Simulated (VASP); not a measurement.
# SiO2 (P6_422) in VASP: notebook

Aim: see how the results for SiO2 move with the level of theory and the settings. Levels: PBEsol, RPBE, revPBE, BLYP, AM05. Tasks: relaxation of cell and atoms.

Everything below comes from runs of VASP 6.6.1. Logs are shortened: lines on timing, memory, paths and dates and some standing lists are left out, and cuts for length are marked.

### 1 The crystal as given

It takes space group P6_422 (No. 181, hexagonal). The conventional cell has a = 5.061 Å, b = 5.061 Å, c = 5.541 Å, α = 90.00°, β = 90.00°, γ = 120.00°. Si (site symmetry 222) has 4 O at 1.61 Å as nearest neighbours. Around O (site symmetry 2) lie 2 Si at 1.61 Å.

The cell comes from a database or a generator and needn't be the stable form of this composition.

### 2 Relaxation of cell and atoms, PBEsol

File INCAR:

```
SYSTEM = SiO2
ALGO = Normal
EDIFF = 1E-6
EDIFFG = -0.005
ENCUT = 600
GGA = PS
IBRION = 2
ISIF = 3
ISMEAR = -1
LASPH = .TRUE.
LCHARG = .FALSE.
LREAL = .FALSE.
LWAVE = .FALSE.
NELM = 80
NSW = 60
PREC = Accurate
SIGMA = 0.05
```

File KPOINTS:

```
k-points
0
G
  5 5 4
  0 0 0
```

File POSCAR:

```
SiO2
1.0
    5.0605222284      0.0000000000      0.0000000000
   -2.5302611142      4.3825408062      0.0000000000
    0.0000000000      0.0000000000      5.5413533100
Si O
3 6
Direct
    0.5000000000      0.0000000000      0.0000000000
    0.5000000000      0.5000000000      0.6666666667
    0.0000000000      0.5000000000      0.3333333333
    0.2086053700      0.7913946300      0.1666666667
    0.2086053700      0.4172107400      0.5000000000
    0.4172107400      0.2086053700      0.8333333333
    0.7913946300      0.2086053700      0.1666666667
    0.7913946300      0.5827892600      0.5000000000
    0.5827892600      0.7913946300      0.8333333333
```

Potentials or basis: VASP PAW PBE potentials, release 64 (Si, O).

Command:

```sh
$ cat potpaw_PBE.64/Si/POTCAR potpaw_PBE.64/O/POTCAR > POTCAR
$ mpirun -np 1 vasp_std > vasp.out
```

OUTCAR:

```text
SYSTEM = SiO2
   EDIFF = 1E-6
   EDIFFG = -0.005
   ENCUT = 600
   GGA = PS
   IBRION = 2
   ISIF = 3
   ISMEAR = -1
   LASPH = .TRUE.
   LREAL = .FALSE.
   NELM = 80
   NSW = 60
   PREC = Accurate

 ion  position               nearest neighbor table
   1  0.500  0.000  0.000-   6 1.61   9 1.61   7 1.61   4 1.61   2 3.13   3 3.13   2 3.13   3 3.13

   2  0.500  0.500  0.667-   6 1.61   9 1.61   8 1.61   5 1.61   1 3.13   1 3.13   3 3.13   3 3.13

   3  0.000  0.500  0.333-   4 1.61   7 1.61   5 1.61   8 1.61   1 3.13   1 3.13   2 3.13   2 3.13

   4  0.209  0.791  0.167-   3 1.61   1 1.61
   5  0.209  0.417  0.500-   2 1.61   3 1.61
   6  0.417  0.209  0.833-   2 1.61   1 1.61
   7  0.791  0.209  0.167-   3 1.61   1 1.61
   8  0.791  0.583  0.500-   2 1.61   3 1.61
   9  0.583  0.791  0.833-   2 1.61   1 1.61

  LATTYP: Found a hexagonal cell.
 ALAT       =     5.0605222284
 C/A-ratio  =     1.0950160991

  Lattice vectors:

 A1 = (   5.0605222284,   0.0000000000,   0.0000000000)
 A2 = (  -2.5302611142,   4.3825408062,   0.0000000000)
 A3 = (   0.0000000000,   0.0000000000,   5.5413533100)

Analysis of symmetry for initial positions (statically):
=====================================================================
 Subroutine PRICEL returns:
 Original cell was already a primitive cell.

 Routine SETGRP: Setting up the symmetry group for a
 hexagonal supercell.

 Subroutine GETGRP returns: Found 12 space group operations
 (whereof  4 operations were pure point group operations)
 out of a pool of 24 trial point group operations.

The static configuration has the point symmetry D_2 .
 The point group associated with its full space group is D_6 .

Analysis of symmetry for dynamics (positions and initial velocities):
=====================================================================
 Subroutine PRICEL returns:
 Original cell was already a primitive cell.

 Routine SETGRP: Setting up the symmetry group for a
 hexagonal supercell.

 Subroutine GETGRP returns: Found 12 space group operations
 (whereof  4 operations were pure point group operations)
 out of a pool of 24 trial point group operations.

The dynamic configuration has the point symmetry D_2 .
 The point group associated with its full space group is D_6 .

 Subroutine INISYM returns: Found 12 space group operations
 (whereof  4 operations are pure point group operations),
 and found     1 'primitive' translations

----------------------------------------------------------------------------------------

                                     Primitive cell

  volume of cell :     122.8958

  direct lattice vectors                    reciprocal lattice vectors
     5.060522228  0.000000000  0.000000000     0.197608064  0.114089069  0.000000000
    -2.530261114  4.382540806  0.000000000     0.000000000  0.228178138  0.000000000
     0.000000000  0.000000000  5.541353310     0.000000000  0.000000000  0.180461332

  length of vectors
     5.060522228  5.060522228  5.541353310     0.228178138  0.228178138  0.180461332

  position of ions in fractional coordinates (direct lattice)
     0.500000000  0.000000000  0.000000000
     0.500000000  0.500000000  0.666666667
     0.000000000  0.500000000  0.333333333
     0.208605370  0.791394630  0.166666667
     0.208605370  0.417210740  0.500000000
     0.417210740  0.208605370  0.833333333
     0.791394630  0.208605370  0.166666667
     0.791394630  0.582789260  0.500000000
     0.582789260  0.791394630  0.833333333

  ion indices of the primitive-cell ions
   primitive index   ion index
                 1           1
                 2           2
                 3           3
                 4           4
                 5           5
                 6           6
                 7           7
                 8           8
                 9           9

----------------------------------------------------------------------------------------

 KPOINTS: k-points

Automatic generation of k-mesh.
 Grid dimensions read from file:
 generate k-points for:    5    5    4

 Generating k-lattice:

  Cartesian coordinates                     Fractional coordinates (reciprocal lattice)
     0.039521613  0.022817814  0.000000000     0.200000000  0.000000000  0.000000000
     0.000000000  0.045635628  0.000000000     0.000000000  0.200000000  0.000000000
     0.000000000  0.000000000  0.045115333     0.000000000  0.000000000  0.250000000

  Length of vectors
     0.045635628  0.045635628  0.045115333

  Shift w.r.t. Gamma in fractional coordinates (k-lattice)
     0.000000000  0.000000000  0.000000000

 Subroutine IBZKPT returns following result:
 ===========================================

 Found     15 irreducible k-points:

 Following reciprocal coordinates:
            Coordinates               Weight
  0.000000  0.000000  0.000000      1.000000
  0.200000  0.000000  0.000000      6.000000
  0.400000  0.000000  0.000000      6.000000
  0.200000  0.200000  0.000000      6.000000
  0.400000  0.200000  0.000000      6.000000
  0.000000  0.000000  0.250000      2.000000
  0.200000  0.000000  0.250000     12.000000
  0.400000  0.000000  0.250000     12.000000
  0.200000  0.200000  0.250000     12.000000
  0.400000  0.200000  0.250000     12.000000
  0.000000  0.000000  0.500000      1.000000
  0.200000  0.000000  0.500000      6.000000
  0.400000  0.000000  0.500000      6.000000
  0.200000  0.200000  0.500000      6.000000
  0.400000  0.200000  0.500000      6.000000
   k-points           NKPTS =     15   k-points in BZ     NKDIM =     15   number of bands    NBANDS=     29
   number of dos      NEDOS =    301   number of ions     NIONS =      9
   total plane-waves  NPLWV =  76800
   dimension x,y,z NGX =    40 NGY =   40 NGZ =   48
   dimension x,y,z NGXF=    80 NGYF=   80 NGZF=   96
   ions per type =               3   6
   NGX,Y,Z   is equivalent  to a cutoff of  13.14, 13.14, 14.40 a.u.
   NGXF,Y,Z  is equivalent  to a cutoff of  26.28, 26.28, 28.80 a.u.
 SYSTEM =  SiO2
   PREC   = accura    normal or accurate (medium, high low for compatibility)
   ISTART =      0    job   : 0-new  1-cont  2-samecut
   ICHARG =      2    charge: 1-file 2-atom 10-const
   ISPIN  =      1    spin polarized calculation?
   LNONCOLLINEAR =      F non collinear calculations
   LSORBIT =      F    spin-orbit coupling
   LASPH  =      T    aspherical Exc in radial PAW
   ENCUT  =  600.0 eV  44.10 Ry    6.64 a.u.  10.11 10.11 11.07*2*pi/ulx,y,z
   NELM   =     80;   NELMIN=  2; NELMDL= -5     # of ELM steps
   EDIFF  = 0.1E-05   stopping-criterion for ELM
   LREAL  =      F    real-space projection
   EDIFFG = -.5E-02   stopping-criterion for IOM
   NSW    =     60    number of steps for IOM
   IBRION =      2    ionic relax: 0-MD 1-quasi-New 2-CG
   NFREE  =      1    steps in history (QN), initial steepest desc. (CG)
   ISIF   =      3    stress and relaxation
   ISYM   =      2    0-nonsym 1-usesym 2-fastsym
   POTIM  = 0.5000    time-step for ionic-motion
   TEBEG  =    0.0;   TEEND  =   0.0 temperature during run
   PSTRESS=    0.0 pullay stress
   NELECT =      48.0000    total number of electrons
   NUPDOWN=      -1.0000    fix difference up-down
   EMIN   =  10.00;   EMAX   =-10.00  energy-range for DOS
   EFERMI =   0.00;   METHOD = LEGACY
   ISMEAR =    -1;   SIGMA  =   0.05  broadening in eV -4-tet -1-fermi 0-gaus
   EFERMI_NEDOS =   21; number of points for ismear=-14 and -15
   IALGO  =     38    algorithm
   IMIX   =      4    mixing-type and parameters
     AMIX     =   0.40;   BMIX     =  1.00
     AMIX_MAG =   1.60;   BMIX_MAG =  1.00
  volume/ion in A,a.u.               =      13.66        92.15
  Fermi-wavevector in a.u.,A,eV,Ry     =   1.196675  2.261388 19.483963  1.432031
  Thomas-Fermi vector in A             =   2.332609
   LORBIT       =      0    0 simple, 1 ext, 2 COOP (PROOUT), +10 PAW based schemes
   GGA     = PS    functional components
   LHFCALC =     F    Hartree Fock is set to
   AEXX    =    0.0000 exact exchange contribution
   IVDW    =     0    specifies the selected vdW correction
   LEPSILON=     F    determine dielectric tensor
   LRPA    =     F    only Hartree local field effects (RPA)
 conjugate gradient relaxation of ions
 non-spin polarized calculation
  energy-cutoff  :      600.00
  volume of cell :      122.90
 maximum number of plane-waves:      4138
   NGX = 21   NGY = 21   NGZ = 23

--------------------------------------- Ionic step        1  -------------------------------------------

 number of electron      47.9999982 magnetization

 Free energy of the ion-electron system (eV)
  ---------------------------------------------------
  ext. energy  EPLUGINS =         0.00000000
  ---------------------------------------------------
  free energy    TOTEN  =       -73.96213207 eV

  energy without entropy =      -73.96213207  energy(sigma->0) =      -73.96213207

------------------------ aborting loop because EDIFF is reached ----------------------------------------

  FORCE on cell =-STRESS in cart. coord.  units (eV):
  Direction    XX          YY          ZZ          XY          YZ          ZX
  --------------------------------------------------------------------------------------
  -------------------------------------------------------------------------------------
  Total        2.1531981      2.1531981      2.1055336     -0.0000000     -0.0000000      0.0000000
  in kB       28.0709704     28.0709704     27.4495736     -0.0000000     -0.0000000      0.0000000
  external PRESSURE =      27.8638382 kB  Pullay stress =       0.0000000 kB
[... 200 lines left out ...]
  energy  without entropy=      -73.9789544682  energy(sigma->0) =      -73.97895447

--------------------------------------- Ionic step        6  -------------------------------------------

 number of electron      47.9999990 magnetization

 Free energy of the ion-electron system (eV)
  ---------------------------------------------------
  ext. energy  EPLUGINS =         0.00000000
  ---------------------------------------------------
  free energy    TOTEN  =       -73.97903810 eV

  energy without entropy =      -73.97903809  energy(sigma->0) =      -73.97903810

 E-fermi :   1.4772     XC(G=0):  -8.8477

 val. band max:        0.3503706492   @ k =   0.0000   0.0000   0.5000
 cond. band min:       5.8955703127   @ k =   0.0000   0.0000   0.0000
 fundamental gap:      5.5451996635
 Fermi energy:         1.4771888532

 k-point     1 :       0.0000    0.0000    0.0000
  band No.  band energies     occupation
      1     -18.9380      2.00000
      2     -17.4843      2.00000
      3     -17.4843      2.00000
      4     -16.8810      2.00000
      5     -16.8451      2.00000
      6     -16.8451      2.00000
[... 505 lines left out ...]
  FREE ENERGIE OF THE ION-ELECTRON SYSTEM (eV)
  ---------------------------------------------------
  free  energy   TOTEN  =       -73.9790380950 eV

  energy  without entropy=      -73.9790380950  energy(sigma->0) =      -73.97903810

 reached required accuracy - stopping structural energy minimisation
```

Run time: 2.6 min. Hardware: 1 thread of Intel Xeon Platinum 8488C (Sapphire Rapids), shared host; peak memory 0.27 GiB.

What came out:

- Free energy: -73.9790 eV
- Relaxed volume: 13.83 Å³/atom
- Relaxed cell: a = 5.083 Å, b = 5.083 Å, c = 5.563 Å, α = 90.00°, β = 90.00°, γ = 120.00°
- Space group after relaxing (to 0.05 Å): P6_422 (No. 181)
- Energy gained by relaxing: 1.9 meV/atom
- Ionic steps: 6
- Pressure after relaxing: 0.0 GPa
- Band gap on the k mesh: 5.55 eV, indirect (least direct gap 5.73 eV)

Step by step:
```
step  energy change (eV)  largest force (eV/Å)  pressure (GPa)  volume (Å³)
   1              0.0000                0.1647            2.79       122.90
   2              0.0153                0.1733           -3.70       127.17
   3             -0.0167                0.0192           -0.05       124.66
   4             -0.0167                0.0219            0.01       124.63
   5             -0.0168                0.0157            0.02       124.59
   6             -0.0169                0.0018            0.04       124.50
```

Final structure:
```
Si O
1.0
     5.08332    0.00000    0.00000
    -2.54166    4.40228    0.00000
     0.00000    0.00000    5.56327
Si O
3 6
Cartesian
  2.5417 0.0000 0.0000
  1.2708 2.2011 3.7088
  -1.2708 2.2011 1.8544
  -0.9562 3.4869 0.9272
  0.0000 1.8307 2.7816
  1.5854 0.9153 4.6361
  3.4979 0.9153 0.9272
  2.5417 2.5716 2.7816
  0.9562 3.4869 4.6361
```

Levels at points of the mesh, in eV from the valence-band top:
```tsv
k point	band 22	band 23	band 24	band 25	band 26	band 27
(0.00, 0.00, 0.00)	-0.46	-0.46	-0.18	5.55	8.79	8.79
(0.00, 0.00, 0.50)	-0.28	0.00	0.00	7.37	7.37	8.30
```

Caveat: the PAW data sets were made with another functional, which shifts forces and pressure a little; an odd mesh through Γ misses points on the zone boundary, where band edges often lie.

### 3 Relaxation of cell and atoms, RPBE

Edit INCAR of step 2 so:

```diff
@@ -5,3 +5,3 @@
 ENCUT = 600
-GGA = PS
+GGA = RP
 IBRION = 2
```

KPOINTS is that of step 2.

POSCAR is that of step 2.

Potentials or basis: VASP PAW PBE potentials, release 64 (Si, O).

Command:

```sh
$ cat potpaw_PBE.64/Si/POTCAR potpaw_PBE.64/O/POTCAR > POTCAR
$ mpirun -np 1 vasp_std > vasp.out
```

OUTCAR:

```text
SYSTEM = SiO2
   EDIFF = 1E-6
   EDIFFG = -0.005
   ENCUT = 600
   GGA = RP
   IBRION = 2
   ISIF = 3
   ISMEAR = -1
   LASPH = .TRUE.
   LREAL = .FALSE.
   NELM = 80
   NSW = 60
   PREC = Accurate

 ion  position               nearest neighbor table
   1  0.500  0.000  0.000-   6 1.61   9 1.61   7 1.61   4 1.61   2 3.13   3 3.13   2 3.13   3 3.13

   2  0.500  0.500  0.667-   6 1.61   9 1.61   8 1.61   5 1.61   1 3.13   1 3.13   3 3.13   3 3.13

   3  0.000  0.500  0.333-   4 1.61   7 1.61   5 1.61   8 1.61   1 3.13   1 3.13   2 3.13   2 3.13

   4  0.209  0.791  0.167-   3 1.61   1 1.61
   5  0.209  0.417  0.500-   2 1.61   3 1.61
   6  0.417  0.209  0.833-   2 1.61   1 1.61
   7  0.791  0.209  0.167-   3 1.61   1 1.61
   8  0.791  0.583  0.500-   2 1.61   3 1.61
   9  0.583  0.791  0.833-   2 1.61   1 1.61

  LATTYP: Found a hexagonal cell.
 ALAT       =     5.0605222284
 C/A-ratio  =     1.0950160991
[... 195 lines left out ...]
  -------------------------------------------------------------------------------------
  Total        5.7041519      5.7041519      5.6652734      0.0000000     -0.0000000      0.0000000
  in kB       74.3643037     74.3643037     73.8574496      0.0000000     -0.0000000      0.0000000
  external PRESSURE =      74.1953523 kB  Pullay stress =       0.0000000 kB
[... 331 lines left out ...]
--------------------------------------- Ionic step        9  -------------------------------------------

 number of electron      48.0000013 magnetization

 Free energy of the ion-electron system (eV)
  ---------------------------------------------------
  ext. energy  EPLUGINS =         0.00000000
  ---------------------------------------------------
  free energy    TOTEN  =       -68.35217210 eV

  energy without entropy =      -68.35217210  energy(sigma->0) =      -68.35217210

 E-fermi :   1.5509     XC(G=0):  -8.2176

 val. band max:        0.3784841672   @ k =   0.0000   0.0000   0.5000
 cond. band min:       6.0556527030   @ k =   0.0000   0.0000   0.0000
 fundamental gap:      5.6771685358
 Fermi energy:         1.5508878677

 k-point     1 :       0.0000    0.0000    0.0000
  band No.  band energies     occupation
      1     -18.8982      2.00000
      2     -17.5307      2.00000
      3     -17.5307      2.00000
      4     -16.9752      2.00000
      5     -16.9332      2.00000
      6     -16.9332      2.00000
[... 505 lines left out ...]
  FREE ENERGIE OF THE ION-ELECTRON SYSTEM (eV)
  ---------------------------------------------------
  free  energy   TOTEN  =       -68.3521721042 eV

  energy  without entropy=      -68.3521721042  energy(sigma->0) =      -68.35217210

 reached required accuracy - stopping structural energy minimisation
```

CONTCAR:

```text
SiO2
   1.00000000000000
     5.1301098666842204   -0.0000000000000000    0.0000000000000000
    -2.5650549333421102    4.4428054687430745    0.0000000000000000
    -0.0000000000000000    0.0000000000000000    5.6146998226907456
  Si              O
     3     6
Direct
     0.5000000000000000    1.0000000000000000    0.0000000000000000
     0.5000000000000000    0.5000000000000000    0.6666666667000030
     0.0000000000000000    0.5000000000000000    0.3333333332999970
     0.2084902686750781    0.7915097313249219    0.1666666667000030
     0.2084902686750783    0.4169805373501567    0.5000000000000000
     0.4169805373501564    0.2084902686750783    0.8333333332999970
     0.7915097313249221    0.2084902686750783    0.1666666667000030
     0.7915097313249219    0.5830194626498433    0.5000000000000000
     0.5830194626498435    0.7915097313249219    0.8333333332999970

  0.00000000E+00  0.00000000E+00  0.00000000E+00
  0.00000000E+00  0.00000000E+00  0.00000000E+00
  0.00000000E+00  0.00000000E+00  0.00000000E+00
  0.00000000E+00  0.00000000E+00  0.00000000E+00
  0.00000000E+00  0.00000000E+00  0.00000000E+00
  0.00000000E+00  0.00000000E+00  0.00000000E+00
  0.00000000E+00  0.00000000E+00  0.00000000E+00
  0.00000000E+00  0.00000000E+00  0.00000000E+00
  0.00000000E+00  0.00000000E+00  0.00000000E+00
```

It took 3.5 min on 1 thread of Intel Xeon Platinum 8488C (Sapphire Rapids), shared host; peak memory 0.28 GiB.

What came out:

```
Free energy                            : -68.3522 eV
Relaxed volume                         : 14.22 Å³/atom
Relaxed cell                           : a = 5.130 Å, b = 5.130 Å, c = 5.615 Å, α = 90.00°, β = 90.00°, γ = 120.00°
Space group after relaxing (to 0.05 Å) : P6_422 (No. 181)
Energy gained by relaxing              : 12.7 meV/atom
Ionic steps                            : 9
Pressure after relaxing                : 0.0 GPa
Band gap on the k mesh                 : 5.68 eV, indirect (least direct gap 5.85 eV)
```

Step by step:
| step | energy change (eV) | largest force (eV/Å) | pressure (GPa) | volume (Å³) |
| --- | --- | --- | --- | --- |
| 1 | 0.0000 | 0.3122 | 7.42 | 122.90 |
| 2 | 0.0797 | 0.4587 | -8.13 | 134.49 |
| 3 | -0.1134 | 0.0464 | -0.02 | 127.75 |
| 4 | -0.1134 | 0.0397 | 0.10 | 127.66 |
| 5 | -0.1138 | 0.0260 | 0.09 | 127.74 |
| 6 | -0.1141 | 0.0060 | 0.06 | 127.87 |
| 7 | -0.1142 | 0.0030 | 0.05 | 127.93 |
| 8 | -0.1141 | 0.0047 | -0.10 | 128.04 |
| 9 | -0.1142 | 0.0000 | -0.02 | 127.97 |

Final structure:
```
Si O
1.0
     5.13011    0.00000    0.00000
    -2.56505    4.44281    0.00000
     0.00000    0.00000    5.61470
Si O
3 6
Cartesian
  0.0000 4.4428 0.0000
  1.2825 2.2214 3.7431
  -1.2825 2.2214 1.8716
  -0.9607 3.5165 0.9358
  0.0000 1.8526 2.8073
  1.6044 0.9263 4.6789
  3.5257 0.9263 0.9358
  2.5651 2.5902 2.8073
  0.9607 3.5165 4.6789
```

Levels at points of the mesh, in eV from the valence-band top:
| k point | band 22 | band 23 | band 24 | band 25 | band 26 | band 27 |
| --- | --- | --- | --- | --- | --- | --- |
| (0.00, 0.00, 0.00) | -0.42 | -0.42 | -0.18 | 5.68 | 8.95 | 8.95 |
| (0.00, 0.00, 0.50) | -0.28 | 0.00 | 0.00 | 7.49 | 7.49 | 8.53 |

Caveat: the PAW data sets were made with another functional, which shifts forces and pressure a little; an odd mesh through Γ misses points on the zone boundary, where band edges often lie.

(Continued in part 2 of 2.)
